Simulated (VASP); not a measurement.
Wanted: the native input for a VASP 6.6.1 run.

| Property | Result |
| --- | --- |
| Task | relaxation of cell and atoms |
| Functional | r2SCAN |
| Potentials or basis | VASP PAW PBE potentials, release 64 (Sn_d, O) |
| Cutoff | 600 eV |
| k mesh | 8 × 8 × 6 |
| Occupations | gaussian, width 0.02 eV |
| Spin | no spin polarisation |
| Further INCAR settings | ALGO = Normal; EDIFF = 1e-07; IBRION = 2; EDIFFG = -0.004; NSW = 80; ISIF = 3 |

The structure of SnO lies in POSCAR:

```
SnO
1.0
    3.7986000000      0.0000000000      0.0000000000
    0.0000000000      3.7986000000      0.0000000000
    0.0000000000      0.0000000000      4.8408000000
Sn O
2 2
Direct
    0.5000000000      0.0000000000      0.2369000000
    0.0000000000      0.5000000000      0.7631000000
    0.0000000000      0.0000000000      0.0000000000
    0.5000000000      0.5000000000      0.0000000000
```

The input as run:

INCAR

```
SYSTEM = SnO
  PREC = Accurate
  ENCUT = 600
  EDIFF = 1E-7
  ISMEAR = 0
  SIGMA = 0.02
  LREAL = .FALSE.
  LASPH = .TRUE.
  NELM = 60
  ALGO = Normal
  ISIF = 3
  LWAVE = .FALSE.
  LCHARG = .FALSE.
  METAGGA = R2SCAN
  LMIXTAU = .TRUE.
  IBRION = 2
  NSW = 80
  EDIFFG = -0.004
```

KPOINTS

```
regular mesh
0
G
  8 8 6
  0 0 0
```

Potentials or basis: VASP PAW PBE potentials, release 64 (Sn_d, O).

Launch:

```console
$ cat potpaw_PBE.64/Sn_d/POTCAR potpaw_PBE.64/O/POTCAR > POTCAR
$ mpirun -np 1 vasp_std > vasp.out
```

Results of the run:

```
Relaxed volume                         : 17.81 Å³/atom
Relaxed cell                           : a = 3.812 Å, b = 3.812 Å, c = 4.901 Å, α = 90.00°, β = 90.00°, γ = 90.00°
Space group after relaxing (to 0.05 Å) : P4/nmm (No. 129)
Energy gained by relaxing              : 0.9 meV/atom
Ionic steps                            : 13
Pressure after relaxing                : 0.0 GPa
Largest force after relaxing           : 0.003 eV/Å
Band gap on the k mesh                 : 0.29 eV, indirect (least direct gap 2.37 eV)
```

Caveat: the PAW data sets were made with another functional, which shifts forces and pressure a little; spin-orbit coupling is left out, which moves the levels of the heavy elements.

It took 28 min on 1 thread of Intel(R) Xeon(R) 6975P-C (Granite Rapids) (shared host), peak memory 0.26 GiB.
